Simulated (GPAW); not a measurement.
A run of GPAW 26.7.0:

File run.py:

```python
from ase import Atoms
from ase.eos import EquationOfState
from ase.io import Trajectory
from ase.units import GPa
from ase.parallel import parprint
from gpaw import GPAW, PW

atoms = Atoms(['Ge', 'Ge'],
              cell=[[1.488052925, -2.59468961, 0.0],
                    [1.488052925, 2.59468961, 0.0],
                    [0.0, 0.0, 4.72759579]],
              scaled_positions=[[0.33344663, 0.66655337, 0.25],
                                [0.66655337, 0.33344663, 0.75]],
              pbc=True)

traj = Trajectory('eos.traj', 'w')
volumes, energies = [], []
for x in [0.94, 0.96, 0.98, 1.0, 1.02, 1.04, 1.06]:
    a = atoms.copy()
    a.set_cell(atoms.cell * x**(1 / 3), scale_atoms=True)
    calc = GPAW(mode=PW(600),
                xc='MGGA_X_R2SCAN+MGGA_C_R2SCAN',
                kpts={'size': (10, 10, 6), 'gamma': True},
                occupations={'name': 'fermi-dirac', 'width': 0.05},
                nbands=11,
                convergence={'density': 1e-05, 'energy': 1e-05},
                maxiter=150,
                txt=f'eos-{x:.2f}.txt')
    a.calc = calc
    energies.append(a.get_potential_energy(force_consistent=True))
    volumes.append(a.get_volume())
    p = -a.get_stress()[:3].mean() / GPa
    calc.write(f'eos-{x:.2f}.gpw')
    traj.write(a)
    parprint(f'{x:.2f} {volumes[-1]:10.4f} A^3 {energies[-1]:14.6f} eV {p:9.3f} GPa', flush=True)

v0, e0, B = EquationOfState(volumes, energies, eos='birchmurnaghan').fit()
parprint(f'V0 = {v0:.4f} A^3, E0 = {e0:.6f} eV, B0 = {B / GPa:.2f} GPa')
```

Potentials or basis: GPAW PAW data sets (gpaw-data 1.2.1), pw.

Run with:

```sh
$ OMP_NUM_THREADS=1 mpirun -n 4 gpaw python run.py
```

Hardware: 4 MPI ranks on Arm Neoverse V2, on a shared host.

**Question.** Estimate the wall time of this run.

**Answer.** Run time: 4.9 min on 4 MPI ranks on Arm Neoverse V2, with other jobs on the host, peak memory 0.45 GiB a rank. Counts: scf iterations 111, plane waves 1158, bands 11, k points 172.
